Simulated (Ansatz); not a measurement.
# Na (P6_3/mmc) in Ansatz: further runs

Runs on Na. Level: PBEsol. Tasks: phonons, elastic constants.

Everything below comes from runs of Ansatz 0.2.0. Logs are shortened: lines on timing, memory, paths and dates and some standing lists are left out, and cuts for length are marked.

## 1. Starting point

The structure is hexagonal, space group P6_3/mmc (No. 194). Conventional cell: a = 3.767 Å, b = 3.767 Å, c = 6.154 Å, α = 90.00°, β = 90.00°, γ = 120.00°. Around Na (site symmetry -6m2) lie 12 Na at 3.77 Å.

This isn't the form of Na at room conditions, which is bcc.

## 2. Phonons, PBEsol

Input file input.yaml:

```yaml
crystal:
  lattice:
    - [3.767, 0.0, 0.0]
    - [-1.8835, 3.2623176961, 0.0]
    - [0.0, 0.0, 6.154]
  atoms:
    - { symbol: Na, position: [0.6666666667, 0.3333333333, 0.75] }
    - { symbol: Na, position: [0.3333333333, 0.6666666667, 0.25] }
hamiltonian:
  xc: pbesol
  pseudopotentials: { kind: paw }
kpoints:
  mp_grid: { grid: [8, 8, 4] }
scf:
  occupations: { method: fermi_dirac, width: 0.05 }
phonons:
  method: dfpt
  qmesh: [2, 2, 2]
  temperatures: { t_max: 1000, t_step: 100 }
  qpath:
    path:
      - [[0.0, 0.0, 0.0], [0.5, 0.0, 0.0], [0.3333333333, 0.3333333333, 0.0], [0.0, 0.0, 0.0], [0.0, 0.0, 0.5], [0.5, 0.0, 0.5], [0.3333333333, 0.3333333333, 0.5], [0.0, 0.0, 0.5]]
      - [[0.5, 0.0, 0.5], [0.5, 0.0, 0.0]]
      - [[0.3333333333, 0.3333333333, 0.0], [0.3333333333, 0.3333333333, 0.5]]
    npoints: 8
```

Potentials or basis: Ansatz PAW.

On the command line:

```bash
$ ansatz run input.yaml --threads 2 --pin off --max-ram 5632MiB --backend cpu --events-out ev --progress --plain --runs-dir out
```

The log of the run:

```text
Warning: RAYON_NUM_THREADS=2 ignored (pool sized by the plan → 2); use --threads N
Engine: ansatz 0.2.0, aarch64-unknown-linux-gnu
Pseudopotentials: kind: paw
Pseudopotential: Na, paw, valence charge 9, recommended cutoff 420 eV (normal), Na.paw.azcp
Functional definition: PBEsol
  exchange = pbesol_x
  correlation = pbesol_c
Crystal: 2 atoms, lattice volume = 75.627 Å³
Basis set: ecut = 420 eV, 1473 PW (Γ), exchange–correlation on 54×54×96 points (8 copies of the dense FFT grid, shifted against one another)
Bands: 13, of which v1, the nominal top of the filled ones, is band 9 counted from 1 (8 counted from 0)
Symmetry: 24 space group operations
k-points: 30 of 256
Non-local potential: Na, projectors of the file, l = 0: 3, l = 1: 2, l = 2: 1
PAW form: soft (Blöchl's): semilocal exchange-correlation on the pseudo side does not see the compensation charge
PAW frozen core: Na, regenerated for the run's functional, and the local potential with it (the file was generated under x = pbe(κ = 0.804, μ = 0.2195149727645171), c = pbe(β = 0.06672455060314922))
PAW one-centre angular grid: Na, 110 points (default); XC on 64 Gauss nodes
Initial density: superposition of atomic densities (neutral atoms: chi_scale 0, normalization atom), corrected by the library's trained network
Initial wavefunctions: pseudopotential atomic-orbital guess
Functional: x = pbesol(κ = 0.804, μ = 0.12345679012345678), c = pbesol(β = 0.046)
SCF iter   1: F=—  HF=-2951.743611 eV  |F-HF|=—  |Δ(HF+E_count)|=         —  Δρ=1.57e-3  dr2=8.62e-4  ethr=1.77e-3  ⟨swp⟩=4.2  Hψ=1971  notcnv=0
preconditioner: auto → Kerker (q_TF=auto, 2.148 Å⁻¹)  [metal: Δε(μ)=0.133 eV  Ē_g=4.796 eV  σ=0.050 eV  W_gap=0.47  n_scr=10 (ndim 8)  ℏωp=6.0 eV  f_vac=0.000  D(μ)=1.60/eV (n_scr^D=8)]
SCF iter   2: F=—  HF=-2951.742232 eV  |F-HF|=—  |Δ(HF+E_count)|=   1.38e-3  Δρ=6.15e-4  dr2=1.95e-4  ethr=4.79e-6  ⟨swp⟩=2.6  Hψ=893  notcnv=0
SCF iter   3: F=—  HF=-2951.742203 eV  |F-HF|=—  |Δ(HF+E_count)|=   2.83e-5  Δρ=1.82e-4  dr2=2.49e-5  ethr=1.08e-6  ⟨swp⟩=2.0  Hψ=629  notcnv=0
SCF iter   4: F=—  HF=-2951.742222 eV  |F-HF|=—  |Δ(HF+E_count)|=   1.82e-5  Δρ=2.57e-4  dr2=1.95e-5  ethr=1.38e-7  ⟨swp⟩=2.0  Hψ=639  notcnv=0
SCF iter   5: F=—  HF=-2951.742204 eV  |F-HF|=—  |Δ(HF+E_count)|=   1.81e-5  Δρ=6.38e-5  dr2=1.37e-6  ethr=1.09e-7  ⟨swp⟩=2.0  Hψ=629  notcnv=0
SCF iter   6: F=—  HF=-2951.742205 eV  |F-HF|=—  |Δ(HF+E_count)|=   1.74e-6  Δρ=1.02e-5  dr2=4.09e-8  ethr=7.62e-9  ⟨swp⟩=2.0  Hψ=629  notcnv=0
SCF iter   7: F=—  HF=-2951.742205 eV  |F-HF|=—  |Δ(HF+E_count)|=   2.80e-8  Δρ=1.44e-6  dr2=1.04e-9  ethr=2.27e-10  ⟨swp⟩=2.0  Hψ=631  notcnv=0
SCF iter   8: F=—  HF=-2951.742205 eV  |F-HF|=—  |Δ(HF+E_count)|=  4.44e-10  Δρ=3.38e-7  dr2=4.43e-11  ethr=5.76e-12  ⟨swp⟩=2.1  Hψ=615  notcnv=0
SCF iter   9: F=-2951.742205 eV  HF=-2951.742205 eV  |F-HF|=0.00e0  |Δ(HF+E_count)|=  2.32e-11  Δρ=1.89e-8  dr2=2.26e-13  ethr=1.00e-12  ⟨swp⟩=5.1  Hψ=1532  notcnv=0
SCF 1 converged in 9 iterations: F = -2951.742205 eV  dr2 = 2.26e-13
NSCF: frozen V_eff on 30 k-points
NSCF: frozen V_eff on 63 k-points
DFPT response loops at q = (0, 0, 0) (fractional): preconditioner auto → Kerker (q_TF=auto, 2.148 Å⁻¹) (partly filled bands, converged f_vac=0.000); β = 1.00, the filter's whole step (`scf.mixing.beta` (0.50) is not read by the response loops under this deck's `scf.mixing.preconditioner`; to damp them name `kerker` or `kerker_dos`, under which they read `scf.mixing.beta`, and type it under 1.00, their step now; both keys bind the ground state too); Broyden in place of MSR1
NSCF: frozen V_eff on 126 k-points
DFPT response loops at q = (0, 0, -0.5) (fractional): mixed as the last ones told, above
NSCF: frozen V_eff on 126 k-points
DFPT response loops at q = (0, -0.5, 0) (fractional): mixed as the last ones told, above
NSCF: frozen V_eff on 126 k-points
DFPT response loops at q = (0, -0.5, -0.5) (fractional): mixed as the last ones told, above
SCF converged after 9 iterations
Free energy (F): -2951.742205 eV
Harris-Foulkes:  -2951.742205 eV  (|F-HF|=0.00e0)
Internal energy: -2951.730216 eV  (E = F + TS)
E sigma→0 (E₀):  -2951.736211 eV
Entropy (-TS):   -0.011989 eV (-5.995 meV/atom)
Fermi energy:    1.514542 eV
--- Per-component energies (eV) ---
  E_band       = -481.855604
  E_kinetic    = 240.237886
  E_local      = -2897.607319  (includes V_loc(G=0)·N_el)
  E_nonlocal   = 231.691058
  E_hartree    = 1059.591108
  E_xc         = -75.205819
  E_vxc        = -97.201993  (∫ρ·V_xc dr)
  E_paw        = -506.910609  (= ΣΔE_a)
  E_vpaw       = -78.157412  (= ΣTr[D̂ρ^β])
  E_aug_tail   = -0.000048  (compensation charges beyond the density's cutoff)
  E_ewald      = -1003.635862
  E_core_change = 0.109388  (= ΣΔE_core)
  E_smearing   = -0.011989  (= −TS)
  E_closure    = 0.000000  (closes the sum)
  Σ components = -2951.742205   (vs F -2951.742205, Δ=0.00e0)
--- Band table (eV; the first three rows and the last of 30) ---
  k-point 0: bands = ["-51.1004", "-51.0987", "-23.2012", "-23.1732", "-23.1732", "-23.1686", "-23.1686", "-23.1683", "-1.5988", "2.1724", "2.5802", "11.4937", "11.4937"]
  k-point 1: bands = ["-51.1002", "-51.0990", "-23.1965", "-23.1732", "-23.1725", "-23.1725", "-23.1692", "-23.1692", "-1.3434", "0.6572", "4.5319", "9.9861", "11.6822"]
  k-point 2: bands = ["-51.0996", "-51.0996", "-23.1848", "-23.1848", "-23.1709", "-23.1709", "-23.1709", "-23.1709", "-0.5843", "-0.5843", "7.0825", "7.0825", "12.0751"]
  k-point 29: bands = ["-51.0983", "-51.0983", "-23.1960", "-23.1960", "-23.1863", "-23.1863", "-23.1748", "-23.1748", "3.2750", "3.2750", "3.7439", "3.7439", "5.4051"]
--- Phonons (Γ-DFPT): 2 representative perturbations + reference (Σ response iterations 6) ---
  ASR residual: 3.225e-5 → 0.000e0 eV/Å²; symmetrization residual: 2.621e-12 eV/Å²
  ASR residual per site (eV/Å²): 3.22e-5 3.22e-5
  Γ frequencies (cm⁻¹): 0.00 0.00 0.00 54.06 54.06 128.76
--- Phonons (arbitrary-q DFPT): 4 irreducible q on the 2×2×2 mesh ---
  q = [0.0000, 0.0000, 0.0000] (star 1, of the zone-centre solve; hermiticity 5.65e-14, symmetrization 3.74e-12): -0.00 -0.00 0.00 54.06 54.06 128.76
  q = [0.0000, 0.0000, -0.5000] (star 1, 2 solved perturbations in 93 linear systems a pass and spin channel, the states on 63 of 256 k-point pairs; hermiticity 1.16e-11, symmetrization 1.37e-11): 38.34 38.34 38.34 38.34 80.82 80.82
  q = [0.0000, -0.5000, 0.0000] (star 3, 3 solved perturbations on 63 of 256 k-point pairs; hermiticity 1.93e-12, symmetrization 6.68e-13): 54.28 66.94 92.26 104.63 115.14 115.36
  q = [0.0000, -0.5000, -0.5000] (star 3, 3 solved perturbations on 63 of 256 k-point pairs; hermiticity 2.03e-7, symmetrization 2.55e-13): 76.20 76.20 76.31 76.31 124.24 124.24
  sum rule: each row above includes the acoustic sum rule's correction from the zone centre's row sums; it moved no ω² by more than (0.62 cm⁻¹)²
  mesh force constants: q→R imaginary residual 1.29e-17; ASR residual 3.225e-5 → 0.000e0 eV/Å²; symmetrization residual 1.110e-15 eV/Å²
  interpolated dispersion: 75 rows × 6 modes
  density of states and harmonic sums: on the 20×20×10 q-mesh, interpolated from the force constants of a 2×2×2 supercell (no non-analytic term)
  largest difference from the sums on the solved wave vectors: F 8.25e-2 eV, S 1.15e-4 and C_V 3.23e-5 eV/K
  zero-point energy: 0.031033 eV/cell   skipped modes (ω ≤ 0): 3   left out of the sums: 1.25e-4 of the cell's modes: C_V's classical limit lies that fraction below 3 k_B per atom; for a crystal, a wire or a layer, F and S can be off by more, and a phonons.interpolated_qmesh denser along its periods is the remedy for the sampling
```

phbands.tsv:

```text
# q_distance	omega_0_inv_cm	omega_1_inv_cm	omega_2_inv_cm	omega_3_inv_cm	omega_4_inv_cm	omega_5_inv_cm	omega_0_thz	omega_1_thz	omega_2_thz	omega_3_thz	omega_4_thz	omega_5_thz
# format = ansatz-phbands/1
[... 76 lines left out ...]
6.601950	74.734602	74.734602	97.701772	109.022889	113.045409	113.045409	2.240487	2.240487	2.929025	3.268424	3.389016	3.389016
6.665762	72.598942	72.598942	99.788606	107.563143	114.643884	114.643884	2.176462	2.176462	2.991587	3.224662	3.436937	3.436937
6.729574	71.244152	71.244152	101.906568	105.862040	115.633211	115.633211	2.135846	2.135846	3.055082	3.173664	3.466596	3.466596
6.793386	70.779901	70.779901	103.957293	103.957293	115.967849	115.967849	2.121928	2.121928	3.116561	3.116561	3.476629	3.476629
```

It took 29 s on 2 threads of Arm Neoverse V1, shared host; peak memory 0.49 GiB.

Results:

* Free energy: -2951.7422 eV
* Band gap on the k mesh: none (metal or under the smearing width)
* Highest phonon frequency: 129 cm⁻¹

Levels at points of the mesh, in eV from the Fermi level:
```csv
k point,band 7,band 8,band 9,band 10,band 11,band 12
"(0.00, 0.00, 0.00)",-24.68,-24.68,-3.11,0.66,1.07,9.98
"(0.00, 0.00, -0.50)",-24.69,-24.69,-2.10,-2.10,5.57,5.57
"(0.00, -0.50, 0.00)",-24.69,-24.69,0.35,0.47,3.93,3.94
"(0.00, -0.50, -0.50)",-24.69,-24.69,1.16,1.16,1.64,1.64
```

Phonon frequencies in cm⁻¹ (negative: imaginary):
| q point | frequencies |
| --- | --- |
| (0.000, 0.000, 0.000) | 0 0 0 54 54 129 |
| (0.000, 0.000, -0.500) | 38 38 38 38 81 81 |
| (0.000, -0.500, 0.000) | 54 67 92 105 115 115 |
| (0.000, -0.500, -0.500) | 76 76 76 76 124 124 |

Caveat: the q mesh is small, so phonon branches between its points and thermal values are rough; the PAW data sets come from PBE, with cores solved anew for the run's functional, which leaves a small shift of forces and pressure.

## 3. Elastic constants, PBEsol

Input file input.yaml:

```yaml
crystal:
  lattice:
    - [3.767, 0.0, 0.0]
    - [-1.8835, 3.2623176961, 0.0]
    - [0.0, 0.0, 6.154]
  atoms:
    - { symbol: Na, position: [0.6666666667, 0.3333333333, 0.75] }
    - { symbol: Na, position: [0.3333333333, 0.6666666667, 0.25] }
hamiltonian:
  xc: pbesol
  pseudopotentials: { kind: paw }
kpoints:
  mp_grid: { grid: [8, 8, 4] }
scf:
  occupations: { method: fermi_dirac, width: 0.05 }
output:
  forces: true
  stress: true
elastic:
  mode: relaxed_ion
  stencil: two_point
```

Potentials or basis: Ansatz PAW.

On the command line:

```bash
$ ansatz run input.yaml --threads 2 --pin off --max-ram 5632MiB --backend cpu --events-out ev --progress --plain --runs-dir out
```

The log of the run:

```text
Warning: RAYON_NUM_THREADS=2 ignored (pool sized by the plan → 2); use --threads N
[... 6 set-up lines as earlier in the session ...]
Crystal: 2 atoms, lattice volume = 75.627 Å³
Basis set: ecut = 420 eV, 1473 PW (Γ), exchange–correlation on 54×54×90 points (8 copies of the dense FFT grid, shifted against one another)
Bands: 13, of which v1, the nominal top of the filled ones, is band 9 counted from 1 (8 counted from 0)
[... 1 set-up line as earlier in the session ...]
Space group: P63/mmc (ITA 194), of the structure as read, at distance tolerance 4.2e-5 Å
k-points: 30 of 256
[... 7 set-up lines as earlier in the session ...]
SCF iter   1: F=—  HF=-2951.743609 eV  |F-HF|=—  |Δ(HF+E_count)|=         —  Δρ=1.57e-3  dr2=8.62e-4  ethr=1.77e-3  ⟨swp⟩=4.2  Hψ=1971  notcnv=0
preconditioner: auto → Kerker (q_TF=auto, 2.148 Å⁻¹)  [metal: Δε(μ)=0.133 eV  Ē_g=4.796 eV  σ=0.050 eV  W_gap=0.47  n_scr=10 (ndim 8)  ℏωp=6.0 eV  f_vac=0.000  D(μ)=1.60/eV (n_scr^D=8)]
SCF iter   2: F=—  HF=-2951.742232 eV  |F-HF|=—  |Δ(HF+E_count)|=   1.38e-3  Δρ=6.15e-4  dr2=1.95e-4  ethr=4.79e-6  ⟨swp⟩=2.6  Hψ=895  notcnv=0
SCF iter   3: F=—  HF=-2951.742205 eV  |F-HF|=—  |Δ(HF+E_count)|=   2.75e-5  Δρ=1.82e-4  dr2=2.49e-5  ethr=1.08e-6  ⟨swp⟩=2.0  Hψ=629  notcnv=0
SCF iter   4: F=—  HF=-2951.742225 eV  |F-HF|=—  |Δ(HF+E_count)|=   2.05e-5  Δρ=2.57e-4  dr2=1.95e-5  ethr=1.38e-7  ⟨swp⟩=2.0  Hψ=639  notcnv=0
SCF iter   5: F=—  HF=-2951.742206 eV  |F-HF|=—  |Δ(HF+E_count)|=   1.96e-5  Δρ=2.04e-5  dr2=1.64e-7  ethr=1.09e-7  ⟨swp⟩=2.0  Hψ=629  notcnv=0
SCF iter   6: F=—  HF=-2951.742205 eV  |F-HF|=—  |Δ(HF+E_count)|=   4.00e-7  Δρ=1.97e-6  dr2=3.78e-9  ethr=9.11e-10  ⟨swp⟩=2.0  Hψ=599  notcnv=0
SCF iter   7: F=—  HF=-2951.742205 eV  |F-HF|=—  |Δ(HF+E_count)|=   1.46e-9  Δρ=7.58e-7  dr2=4.07e-10  ethr=2.10e-11  ⟨swp⟩=2.2  Hψ=609  notcnv=0
[... 173 lines left out ...]
        0.000000       0.000000      -0.269066
  P = ⅓ Tr σ = -0.2785 GPa (-2.785 kbar)
--- Band table (eV; the first three rows and the last of 30) ---
  k-point 0: bands = ["-51.1004", "-51.0987", "-23.2012", "-23.1732", "-23.1732", "-23.1686", "-23.1686", "-23.1683", "-1.5988", "2.1724", "2.5802", "11.4937", "11.4937"]
  k-point 1: bands = ["-51.1002", "-51.0990", "-23.1965", "-23.1732", "-23.1725", "-23.1725", "-23.1692", "-23.1692", "-1.3434", "0.6572", "4.5319", "9.9861", "11.6822"]
  k-point 2: bands = ["-51.0996", "-51.0996", "-23.1848", "-23.1848", "-23.1709", "-23.1709", "-23.1709", "-23.1709", "-0.5843", "-0.5843", "7.0825", "7.0825", "12.0751"]
  k-point 29: bands = ["-51.0983", "-51.0983", "-23.1960", "-23.1960", "-23.1863", "-23.1863", "-23.1748", "-23.1748", "3.2750", "3.2750", "3.7439", "3.7439", "5.4051"]
--- Elastic constants: 3 strain directions × 2 members + reference (group order 24) ---
  dense FFT box of the reference and of every strained cell: 27×27×45
  strains applied: 11, 33, 23; error gains: componentwise 1.00 (the most a stress slope's error grows in a printed constant), spectral 1.41 (1 for all six strains in a standard setting)
  C = ∂σ_k/∂η_j (tension-positive GPa; Voigt order 11 22 33 23 13 12):
         6.244      9.393      4.661     -0.000      0.000      0.000
         9.393      6.244      4.661     -0.000      0.000      0.000
         4.682      4.682     11.207     -0.000      0.000     -0.000
         0.000     -0.000      0.000      0.240      0.000     -0.000
         0.000     -0.000     -0.000      0.000      0.240     -0.000
         0.000     -0.000      0.000      0.000      0.000     -1.574
  reference stress σ⁰ (GPa):      0.283      0.283      0.269     -0.000     -0.000      0.000
  C* (energy form; C + prestress term) asymmetry max|C*_kj − C*_jk| = 6.781e-3 GPa — a small one proves nothing (zero by symmetry where the batch's group is 432, −43m or m−3m); a large one is finite-difference/SCF noise where every solve meets its electron count
  moduli (Voigt/Reuss/Hill, GPa): K = 6.80/6.80/6.80   G = 0.11/0.68/0.39   E = 1.16   ν = 0.472
  mechanically stable: NO (min eigenvalue of sym C = -3.15 GPa)
  strain η (Voigt 11):  stress-route row diagonal C_11 = 6.24 GPa, energy-path curvature d²(F+E_count+ΔE)/dδ²/Ω₀ = 6.35 GPa
         δ    σ_11 (GPa)             F (eV)   n_scf  n_hpsi   n_pw
    -2.000e-3       0.2706       -2951.7424668       3   10258   1496   relax 3 steps, max|allowed force component| 3.09e-6 eV/Å
     2.000e-3       0.2956       -2951.7419321       3   10392   1512   relax 2 steps, max|allowed force component| 6.23e-6 eV/Å
  strain η (Voigt 33):  stress-route row diagonal C_33 = 11.21 GPa, energy-path curvature d²(F+E_count+ΔE)/dδ²/Ω₀ = 11.25 GPa
         δ    σ_33 (GPa)             F (eV)   n_scf  n_hpsi   n_pw
    -2.000e-3       0.2466       -2951.7424487       7    7065   1496   relax 0 steps, max|allowed force component| 2.17e-19 eV/Å
     2.000e-3       0.2915       -2951.7419408       7    6684   1509   relax 0 steps, max|allowed force component| 1.45e-19 eV/Å
  strain η (Voigt 23):  stress-route row diagonal C_44 = 0.24 GPa, energy-path curvature d²(F+E_count+ΔE)/dδ²/Ω₀ = 0.11 GPa
         δ    σ_23 (GPa)             F (eV)   n_scf  n_hpsi   n_pw
    -2.000e-3      -0.0005       -2951.7422053       4   15758   1496   relax 1 steps, max|allowed force component| 4.17e-6 eV/Å
     2.000e-3       0.0005       -2951.7422053       4   15751   1496   relax 1 steps, max|allowed force component| 4.17e-6 eV/Å
```

Run time: 20 s. Hardware: 2 threads of Arm Neoverse V1, shared host; peak memory 0.38 GiB.

What came out:

```yaml
Free_energy: -2951.7422 eV
Pressure: -0.3 GPa
Band_gap_on_the_k_mesh: none (metal or under the smearing width)
Voigt_bulk_modulus: 7 GPa
```

Levels at points of the mesh, in eV from the Fermi level:
```csv
k point,band 7,band 8,band 9,band 10,band 11,band 12
"(0.00, 0.00, 0.00)",-24.68,-24.68,-3.11,0.66,1.07,9.98
"(0.00, 0.00, -0.50)",-24.69,-24.69,-2.10,-2.10,5.57,5.57
"(0.00, -0.50, 0.00)",-24.69,-24.69,0.35,0.47,3.93,3.94
"(0.00, -0.50, -0.50)",-24.69,-24.69,1.16,1.16,1.64,1.64
```

Elastic tensor in Voigt notation (GPa, in the Cartesian axes of the cell as first typed):
```
 6  9  5  0  0  0
 9  6  5  0  0  0
 5  5 11  0  0  0
 0  0  0  0  0  0
 0  0  0  0  0  0
 0  0  0  0  0 -2
```

Caveat: the elastic tensor has a negative eigenvalue, so either the cell is unstable as it stands or the mesh is too thin; the PAW data sets come from PBE, with cores solved anew for the run's functional, which leaves a small shift of forces and pressure.
